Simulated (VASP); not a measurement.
The system is AlN.

```
CELL_PARAMETERS angstrom
2.33731 0.00000 0.00000
0.00000 2.33731 0.00000
0.00000 0.00000 2.33731
ATOMIC_POSITIONS crystal
Al 0.00000 0.00000 0.00000
N 0.50000 0.50000 0.50000
```

The cell was built by a generator and needn't be a form met in nature.

```yaml
Program: VASP 6.6.1
Task: relaxation of cell and atoms
Functional: PBE
Potentials_or_basis: VASP PAW PBE potentials, release 64 (Al, N)
Cutoff: 600 eV
k_mesh: 10 × 10 × 10
Occupations: fermi-dirac, width 0.02 eV
Spin: no spin polarisation
```

At the start: pressure 127.1 GPa; volume 6.38 Å³/atom.

**Question.** How do energy, volume and symmetry change on relaxing?

**Answer.** Over 20 steps the energy falls by 757.5 meV/atom and the volume is 8.90 Å³/atom (+39.4 %); space group Pm-3m (No. 221, to 0.05 Å).

Step by step:
```csv
step,energy change (eV),largest force (eV/Å),pressure (GPa),volume (Å³)
1,0.0000,0.0000,127.14,12.77
2,-0.5855,0.0000,-33.96,24.61
3,-1.5135,0.0000,-2.27,18.02
4,-1.5149,0.0000,-0.75,17.88
5,-1.5150,0.0000,0.49,17.76
6,-1.5150,0.0000,0.48,17.76
7,-1.5150,0.0000,0.46,17.77
8,-1.5150,0.0000,0.48,17.77
9,-1.5150,0.0000,0.47,17.77
10,-1.5150,0.0000,0.47,17.77
11,-1.5150,0.0000,0.47,17.77
12,-1.5150,0.0000,0.47,17.77
13,-1.5150,0.0000,0.47,17.77
14,-1.5150,0.0000,0.47,17.77
15,-1.5150,0.0000,0.46,17.77
16,-1.5150,0.0000,0.45,17.77
17,-1.5150,0.0000,0.42,17.77
18,-1.5150,0.0000,0.37,17.77
19,-1.5150,0.0000,0.27,17.78
20,-1.5151,0.0000,0.06,17.80
```

Final structure:
```xyz
2
Lattice="2.6111 0.0000 0.0000 0.0000 2.6111 0.0000 0.0000 0.0000 2.6111" Properties=species:S:1:pos:R:3 pbc="T T T"
Al    0.0000    0.0000    0.0000
N     1.3056    1.3056    1.3056
```

Caveat: the volume moved by over 15 % at a fixed basis, so the end points are rough.
